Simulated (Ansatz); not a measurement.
A (100) slab of HgTe (F-43m (No. 216)), 8 planes, outer planes Hg (top) and Te (bottom), with 8 atoms (Hg4Te4) in a surface cell of A = 22.109 Å², as cut from the bulk:

```xyz
8
Lattice="4.7020 0.0000 0.0000 0.0000 4.7020 0.0000 0.0000 0.0000 26.6368" Properties=species:S:1:pos:R:3 pbc="T T T"
Te    0.0000    2.3510    7.5000
Hg    2.3510    2.3510    9.1624
Te    2.3510    0.0000   10.8248
Hg    0.0000    0.0000   12.4872
Te    0.0000    2.3510   14.1496
Hg    2.3510    2.3510   15.8120
Te    2.3510    0.0000   17.4744
Hg    0.0000    0.0000   19.1368
```

All numbers below come from Ansatz 0.2.0, DFT PBE, scalar-relativistic, plane waves, PAW. Settings: cutoff 420 eV, Γ-centred mesh 8×8×1 on the computed 8-atom cell, Gaussian smearing of 0.10 eV; no spin polarisation. A dipole correction removes the field between periodic images along c.

Against the same 8 atoms in the bulk, the slab as cut lies 1.989 eV higher and the relaxed slab 1.909 eV higher.

(1) Work out the surface energy before and after relaxation.

(2) What is the ideal work of this cut, per area?

Results:

(1) The slab has two faces, so γ = (E_slab − N·E_bulk)/(2A), the mean of both. As cut: 1.989/(2 × 22.109) = 0.0450 eV/Å², and 1 eV/Å² = 16.02 J/m², so γ = 0.72 J/m². Relaxed: 1.909/(2 × 22.109) = 0.0432 eV/Å² = 0.69 J/m². Relaxation recovers 4 % of the cost of cutting.

(2) Griffith's ideal work is 2γ: 1.44 J/m² if the new faces stay rigid, 1.38 J/m² if they relax. One thickness was run, 8 planes, so γ can still shift with it.

Cutting HgTe along (100) costs little energy, and relaxation changes that only slightly, from 0.72 to 0.69 J/m². The low cost fits the weak Hg–Te bond: the relativistically stabilised Hg 6s shell takes part in bonding reluctantly, although each surface atom loses two of its four bonds. The small relaxation gain probably reflects the surface cell more than any inherent rigidity of the faces. With one atom per plane, atoms can shift and interlayer spacings can change, but neither Te dimers nor ordered Hg vacancies can form, and these are the usual ways in which such polar faces remove partly filled dangling bonds. Charge passing from the Hg face to the Te face can compensate the polarity instead, which ties the two terminations together electronically. The values therefore describe the unreconstructed pair, and their sum is a meaningful work of separation, while the mean says nothing about which face is cheaper. Nor does it make (100) the preferred cleavage plane, which in zincblende crystals is normally the nonpolar (110).
